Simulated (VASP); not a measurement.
Write the native input for VASP 6.6.1 that does the following.

```yaml
Task: single point
Functional: PBEsol
Potentials_or_basis: VASP PAW PBE potentials, release 64 (Ti_sv, O)
Cutoff: 520 eV
k_mesh: 6 × 6 × 6
Occupations: gaussian, width 0.02 eV
Spin: no spin polarisation
Further_INCAR_settings: ALGO = Fast; EDIFF = 1e-07; NBANDS = 53
```

The structure of Ti2O3 lies in POSCAR:

```
Ti2O3
1.0
    2.5630000000      1.4797487400      4.6260000000
   -2.5630000000      1.4797487400      4.6260000000
    0.0000000000     -2.9594974800      4.6260000000
Ti O
4 6
Direct
    0.3467200000      0.3467200000      0.3467200000
    0.1532800000      0.1532800000      0.1532800000
    0.6532800000      0.6532800000      0.6532800000
    0.8467200000      0.8467200000      0.8467200000
    0.5607000000      0.9393000000      0.2500000000
    0.2500000000      0.5607000000      0.9393000000
    0.9393000000      0.2500000000      0.5607000000
    0.4393000000      0.0607000000      0.7500000000
    0.7500000000      0.4393000000      0.0607000000
    0.0607000000      0.7500000000      0.4393000000
```

One way to write it, as run:

INCAR

```
SYSTEM = Ti2O3
ALGO = Fast
EDIFF = 1E-7
ENCUT = 520
GGA = PS
ISIF = 2
ISMEAR = 0
KPAR = 4
LASPH = .True.
LCHARG = .False.
LREAL = .False.
LWAVE = .False.
NBANDS = 53
NELM = 80
PREC = Accurate
SIGMA = 0.02
```

KPOINTS

```
k-points
0
Gamma
  6 6 6
  0 0 0
```

Potentials or basis: VASP PAW PBE potentials, release 64 (Ti_sv, O).

Launch:

```sh
$ cat potpaw_PBE.64/Ti_sv/POTCAR potpaw_PBE.64/O/POTCAR > POTCAR
$ mpirun -np 4 vasp_std > vasp.out
```

It gave:

```yaml
Pressure: -7.2 GPa
Largest_force: 0.177 eV/Å
Band_gap_on_the_k_mesh: none (metal or under the smearing width)
```

Caveat: the PAW data sets were made with another functional, which shifts forces and pressure a little; semilocal functionals often make such compounds metallic where correlation or magnetic order opens a gap, which also shifts bond lengths.

Wall time 4.5 min on 4 MPI ranks on AMD EPYC 9R45 96-Core Processor (Zen 5), on a shared host, peak memory 0.32 GiB a rank.
